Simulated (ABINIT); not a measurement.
Runs of ABINIT 10.8.3 (patched build) on GaN. The structure is cubic, space group F-43m (No. 216). The conventional cell has a = 4.507 Å, b = 4.507 Å, c = 4.507 Å, α = 90.00°, β = 90.00°, γ = 90.00°. Ga (site symmetry -43m) has 4 N at 1.95 Å as nearest neighbours. N (site symmetry -43m) has 4 Ga at 1.95 Å as nearest neighbours. The cell is a database's computed one.

| task | level | potentials or basis | k mesh | cutoff (eV) | fine-grid cutoff | gap on the mesh (eV) | pressure (GPa) |
| --- | --- | --- | --- | --- | --- | --- | --- |
| band structure | RPBE | PseudoDojo NC SR PBE v0.4.1 standard | 10 × 10 × 10 | 1143 | - | 1.87 | 9.3 |
| band structure | PBEsol | PseudoDojo NC SR PBEsol v0.4.1 standard | 10 × 10 × 10 | 1143 | - | 1.71 | -0.9 |
| single point | PBEsol | JTH PAW PBE v2.0 | 13 × 13 × 13 | 680 | 1278.94 eV | (c) | - |
| band structure | PW91 | PseudoDojo NC SR PBE v0.4.1 standard | 10 × 10 × 10 | 1143 | - | (a) | (b) |
| band structure | BLYP | PseudoDojo NC SR PBE v0.4.1 standard | 10 × 10 × 10 | 1143 | - | 1.81 | 10.9 |

Alike in all rows: no spin polarisation; cell as given; smearing fermi-dirac 0.05 eV.

**Question.** Estimate the missing entries.

**Answer.** (a) 1.75; (b) 4.9; (c) 1.66.

Caveats: the potentials were made for another functional, which shifts forces and pressure (some runs); the PAW data sets were made with another functional, which shifts forces and pressure a little (some runs).

A k mesh can miss the band edges, and the runs leave out spin-orbit coupling on Ga.

Runs at the PBE level aren't shown here.
